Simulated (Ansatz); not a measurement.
**Tl: enthalpy against pressure**

Tl, P6_3/mmc, a = 3.535 Å, c = 5.473 Å. Ansatz: PBE+D3(BJ), PAW, 420 eV, Γ-centred 15×15×8 mesh on 2 atoms, Gaussian smearing 0.10 eV; no spin polarisation. Cell and atoms are relaxed at each pressure, and no other structure is tried, so the rows at high pressure may lie past a change of phase. y is the enthalpy over the state at zero pressure; there V0 = 29.609 Å³/atom. The pressures are the targets, met within 0.02 GPa.

```
P (GPa) y (eV/atom)
   -1.0      -0.1879
    0.0       0.0000
    1.0       0.1822
    4.0       0.7023
   12.0       1.9627
   25.0            ?
   50.0       6.9140
   90.0      11.3128
```

**Question.** Fit y = c1 P + c2 P² + c3 P³ to the other rows, say what c1 and c2 mean, and predict the missing value.

**Answer.** Least squares on the rows shown. y = 0.17545 P − 0.00098258 P² + 4.7749×10⁻⁶ P³. Since dH/dP = V, c1 is V0: 0.17545 eV/GPa × 160.2 = 28.107 Å³ against 29.609; c2 = −V0/(2B0) gives B0 = 89 GPa, where a Birch–Murnaghan fit to the volumes of the same runs (not shown) gives 32 GPa. The volume falls by 44 % over the range, most steeply at the start, which a cubic can't follow: here c1 isn't V0 and c2 doesn't give B0. Above P = −c2/(3 c3) = 69 GPa the cubic's slope, the volume, would rise with pressure, so the form fails there. With a term in P⁴ added, the coefficient of P becomes 0.1835, 5 % more, which shows how far this figure hangs on the form. At P = 25.0 the fit asked for gives 3.8467 eV/atom. The run gave 3.7939 eV/atom, so the fit is 0.0528 eV/atom too high, 0.46 % of the span of the series, against an rms of 0.0094 eV/atom on the fitted rows. With a term in P⁴ added, a fit to the same known rows predicts 3.7455 eV/atom, which misses by about as much or more on the other side: the known rows don't fix the higher terms.

The mesh isn't the same in all rows (15×15×8, 18×18×10). Spin–orbit coupling is left out, which can shift energies with elements as heavy as these.